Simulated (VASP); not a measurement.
# How uniaxial stress along [111] changes CdSe (F-43m)

How do the elastic response and the band edges of CdSe follow uniaxial stress along [111]?

Calculated with VASP 6.6.1; LDA; plane waves and PAW (Cd, Se); cell typed or built by script, in the first sound run; inputs show where later runs differ.

Most raw output is cut from this account.

**1. The structure**

It takes space group F-43m (No. 216, cubic). The conventional cell has a = 6.050 Å, b = 6.050 Å, c = 6.050 Å, α = 90.00°, β = 90.00°, γ = 90.00°. Nearest to Cd lie 4 Se at 2.62 Å. Nearest to Se lie 4 Cd at 2.62 Å. Farther neighbours and most contacts between anions are not listed.

**2. Relax the crystal, LDA**

The series starts from the cell that this level prefers, so that zero strain is near zero stress.

This step took 2 runs in a row; the last is shown.

Level: LDA; plane waves and PAW (Cd, Se); cell typed or built by script.

INCAR

```
SYSTEM = CdSe
PREC = Accurate
ENCUT = 450
EDIFF = 1E-07
NELM = 120
ISMEAR = 0
SIGMA = 0.02
LREAL = .FALSE.
ALGO = Normal
GGA = CA
NBANDS = 15
LASPH = .TRUE.
LORBIT = 11
LWAVE = .FALSE.
LCHARG = .FALSE.
KPAR = 16
IBRION = 2
NSW = 40
ISIF = 3
EDIFFG = -0.005
POTIM = 0.4
```

POSCAR

```
CdSe
1.0
    0.0000000000      3.0102352751      3.0102352751
    3.0102352751      0.0000000000      3.0102352751
    3.0102352751      3.0102352751      0.0000000000
Cd Se
1 1
Direct
    0.0000000000      0.0000000000      0.0000000000
    0.2500000000      0.2500000000      0.2500000000
```

KPOINTS

```
Automatic mesh
0
Gamma
9 9 9
0 0 0
```

Potentials, in the order of the species: Cd and Se (LDA family, release 64).

Launch:

```console
$ mpirun -np 16 vasp_std
```

It took 2.4 s on 16 MPI ranks of Intel Xeon 6975P-C (Granite Rapids), shared host; peak memory 2.6 GiB.

This run gave:

* energy(sigma→0) of the program: -6.7620 eV
* stress, compression positive: -0.02 along [111], -0.02 across it (mean), GPa
* volume: 54.555 Å³
* ionic steps: 1

**3. Strain across the axis, LDA**

One member in full: the axis is strained by -1.5 %, and the two directions across it are strained alike until their mean stress is under 0.012 GPa or five steps are spent.

This step took 3 runs, each at a new trial strain with the atoms of the one before; the last is shown.

Level: LDA; plane waves and PAW (Cd, Se); cell typed or built by script.

INCAR: that of step 2 with these lines changed.

```diff
@@ -15,7 +15,7 @@
 LCHARG = .FALSE.
-KPAR = 16
-IBRION = 2
-NSW = 40
-ISIF = 3
-EDIFFG = -0.005
-POTIM = 0.4
+KPAR = 4
+IBRION = 1
+NSW = 25
+ISIF = 2
+EDIFFG = -0.004
+POTIM = 0.3
```

POSCAR

```
CdSe
1.0
   -0.0395402870      2.9848518900      2.9848518900
    2.9848518900     -0.0395402870      2.9848518900
    2.9848518900      2.9848518900     -0.0395402870
Cd Se
1 1
Direct
    0.9983634680      0.9983634680      0.9983634680
    0.2516365320      0.2516365320      0.2516365320
```

KPOINTS is that of step 2.

Launch:

```console
$ mpirun -np 4 vasp_std
```

It took 11 s on 4 MPI ranks; peak memory 0.72 GiB.

Read from the output:

| Quantity | Value |
| --- | --- |
| energy(sigma→0) of the program | -6.7594 eV |
| stress, compression positive | 0.91 along [111], 0.00 across it (mean), GPa |
| ionic steps | 3 |

**4. Band edges, HSE06**

Short lines in KPOINTS_OPT sample the zone centre along and across the axis, for masses, and the other valleys.

Level: HSE06; plane waves and PAW (Cd, Se); cell typed or built by script.

INCAR

```
SYSTEM = CdSe
PREC = Accurate
ENCUT = 450
EDIFF = 1E-06
NELM = 100
ISMEAR = 0
SIGMA = 0.02
LREAL = .FALSE.
ALGO = Normal
LHFCALC = .TRUE.
AEXX = 0.25
GGA = PE
HFSCREEN = 0.2
LASPH = .TRUE.
NBANDS = 14
PRECFOCK = Fast
LWAVE = .FALSE.
LCHARG = .FALSE.
KPAR = 4
```

POSCAR

```
CdSe
1.0
   -0.0395402870      2.9848518900      2.9848518900
    2.9848518900     -0.0395402870      2.9848518900
    2.9848518900      2.9848518900     -0.0395402870
Cd Se
1 1
Direct
    0.9985026881      0.9985026881      0.9985026881
    0.2514973119      0.2514973119      0.2514973119
```

KPOINTS

```
Automatic mesh
0
Gamma
5 5 5
0 0 0
```

KPOINTS_OPT

```
Line mode
6
Line-mode
Reciprocal
  0.00000000   0.00000000   0.00000000
  0.02724559   0.02724559   0.02724559

  0.00000000   0.00000000   0.00000000
 -0.01701819   0.01701819   0.00000000

  0.31000000   0.31000000   0.00000000
  0.50000000   0.50000000   0.00000000

  0.00000000   0.31000000   0.31000000
  0.00000000   0.50000000   0.50000000

  0.45000000   0.45000000   0.45000000
  0.50000000   0.50000000   0.50000000

  0.45000000   0.00000000   0.00000000
  0.50000000   0.00000000   0.00000000

  0.42500000   0.42500000   0.00000000
  0.42468535   0.44875270   0.02375270

  0.50000000   0.50000000   0.50000000
  0.48298181   0.51701819   0.50000000
```

Launch:

```console
$ mpirun -np 4 vasp_std
```

Wall time 2.8 min (4 MPI ranks); peak memory 1.2 GiB; 9.8 min of CPU time.

This run gave:

| Property | Result |
| --- | --- |
| energy(sigma→0) of the program | -6.8273 eV |

**5. The table**

Hybrid runs start from orbitals of a short LDA run, not shown.

Runs beyond LDA use the data sets made with LDA; this shifts their levels slightly, and their total energies have another zero.

The other members went through these steps as far as the tables show, with the same cutoff and, step by step, the same mesh; 44 runs are not shown. The session took 2.0 core hours (wall time by ranks) on a shared machine.

```tsv
strain along the axis (%)	strain across the axis (%)	stress along the axis, tension positive (GPa)	energy above the unstrained row (meV/atom)	gap on the mesh, LDA (eV)
-2.000	0.634	-1.212	2.266	0.366
-1.500	0.470	-0.915	1.306	0.379
-1.000	0.306	-0.615	0.613	0.394
-0.500	0.147	-0.295	0.179	0.410
0	-0.011	0.011	0.000	0.426
0.500	-0.173	0.324	0.104	0.412
1.000	-0.332	0.645	0.480	0.397
1.500	-0.486	0.973	1.115	0.381
2.000	-0.642	1.308	2.032	0.364
```

Slopes at zero strain, from cubics through all rows: strain ratio -0.319, stress over strain 63 GPa.

Band edges at HSE06, counted from the valence-band top at Γ, with one row partly withheld:

```tsv
strain along the axis (%)	gap (eV)	conduction band at Γ (eV)	Δ or X valley along z (eV)	Δ or X valley along x (eV)	lowest conduction level at L, [111] (eV)	lowest conduction level at L, [-111] (eV)	second valence level below the top (eV)	third valence level below the top (eV)
-2.000	1.580	1.581	3.808	3.808	3.216	3.447	0.117	0.117
-1.500	1.597	1.598	3.840	3.840	3.275	3.448	0.089	0.089
-1.000	1.615	1.615	3.871	3.871	3.336	3.451	0.060	0.060
-0.500	1.631	1.632	3.898	3.898	3.396	3.453	0.031	0.031
0	1.647	1.648	3.924	3.924	3.457	3.456	0.000	0.000
0.500	1.632	1.632	3.915	3.915	3.488	3.429	0.000	0.032
1.000	1.615	1.616	3.902	3.902	?	3.401	0.000	0.065
1.500	1.597	1.597	3.887	3.887	3.547	3.372	0.000	0.098
2.000	1.578	1.578	3.869	3.869	3.575	3.344	0.000	0.132
```

Conduction masses, in electron masses:

```tsv
strain along the axis (%)	conduction mass at Γ, along the strain axis or the normal of the plane	conduction mass at Γ, across the strain axis or in the plane
-2.000	0.117	0.111
-1.500	0.117	0.112
-1.000	0.116	0.112
-0.500	0.114	0.113
0	0.113	0.113
0.500	0.111	0.113
1.000	0.110	0.114
1.500	0.109	0.114
2.000	0.108	0.115
```

**6. A fit to the known rows**

The quantity to fit is the splitting of the lowest conduction levels at the L points ([111] less [-111]) at HSE06: -0.231, -0.173, -0.115, -0.058, 0.001, 0.059, 0.174, 0.231 eV in the rows shown.

A least-squares parabola through the 8 rows shown, with d the strain along the axis less the strain across it, in %: E = 5.26e-5 d² + 0.08769 d − 3.54e-4 (eV), r.m.s. residual 3.4e-4 eV.

For the withheld row, d = 1.332, the fit gives 0.1165 eV.

**7. Prediction against calculation**

The calculation gives 0.1170 eV, so the prediction is 0.0005 eV too low, within twice the residual of the fit.

The splitting is Ξu times 8/9 of d, with d as a fraction, so the linear term gives Ξu = 9.9 eV.

**8. What came out**

| Property | Result |
| --- | --- |
| Poisson ratio | 0.319 |
| Young's modulus along the axis | 63 GPa |
| gap of the unstrained cell, HSE06 | 1.65 eV |
| shear deformation potential Ξu of the lowest conduction levels at L | 9.9 eV |
| error of the predicted row | -0.5 meV |

In words: As a check, the curvature of the energy gives 63 GPa for the same modulus (energy per volume = E/2 × strain²), 1 % from the slope of the stress. At HSE06 the lowest conduction valley is Γ throughout, and the gap runs between 1.58 and 1.65 eV. Hole masses are left out throughout, since the top bands are degenerate or cross in many series; of conduction masses, those of the Γ, L and (for Si and Ge under (001) strain) Δ valleys are kept where they change by under an eighth between rows. HSE06 ran on a coarser mesh than the semilocal levels. Spin-orbit coupling is left out at HSE06, so the valence splittings there lack it. Δ or X levels are the lowest on their line, refined by a parabola unless they lie at X; the gap is read from all points sampled and can differ from the lowest valley by some meV, or by tens of meV where strain moves the valence top off Γ. Temperature, zero-point motion and excitons are left out.

[Lines on the potential files, build, host, timing and source positions are cut from VASP's logs without a mark.]

[Logs are printed without paths, hosts, clocks, repeated set-up lines and the standing remarks that a program may print on its own settings, such as how far it seeks lower states.]

[Hosts, paths, dates, database ids (printed as entryN), source tags and the programs' standing remarks are cut or masked in the printed files.]

[In band tables of VASP the shares of atoms and orbitals are scaled to a sum of 1 inside the atoms' spheres.]
